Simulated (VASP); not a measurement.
Crystal: Si.

```
Si
1.0
     0.00000    2.71356    2.71356
     2.71356    0.00000    2.71356
     2.71356    2.71356    0.00000
Si
2
Direct
  0.75000 0.75000 0.75000
  0.50000 0.50000 0.50000
```

| Property | Result |
| --- | --- |
| Program | VASP 6.6.1 |
| Task | relaxation of cell and atoms |
| Functional | PBE |
| Potentials or basis | VASP PAW PBE potentials, release 64 (Si) |
| Cutoff | 300 eV |
| k mesh | 5 × 5 × 5 |
| Occupations | gaussian, width 0.03 eV |
| Spin | no spin polarisation |

At the start: pressure 2.2 GPa; volume 19.98 Å³/atom.

Task: How do energy, volume and symmetry change on relaxing?

Result: Over 3 steps the energy falls by 3.3 meV/atom and the volume is 20.46 Å³/atom (+2.4 %); space group Fd-3m (No. 227, to 0.05 Å).

Step by step:
```
step  energy change (eV)  largest force (eV/Å)  pressure (GPa)  volume (Å³)
   1              0.0000                0.0000            2.25        39.96
   2             -0.0034                0.0000           -1.44        41.61
   3             -0.0065                0.0000            0.00        40.92
```

Final structure:
```
CELL_PARAMETERS angstrom
0.00000 2.73501 2.73501
2.73501 0.00000 2.73501
2.73501 2.73501 0.00000
ATOMIC_POSITIONS crystal
Si 0.75000 0.75000 0.75000
Si 0.50000 0.50000 0.50000
```

Caveat: the cutoff is under 1.25 times the usual one of these potentials, so pressure, stress and relaxed cells hold a basis-set (Pulay) error.
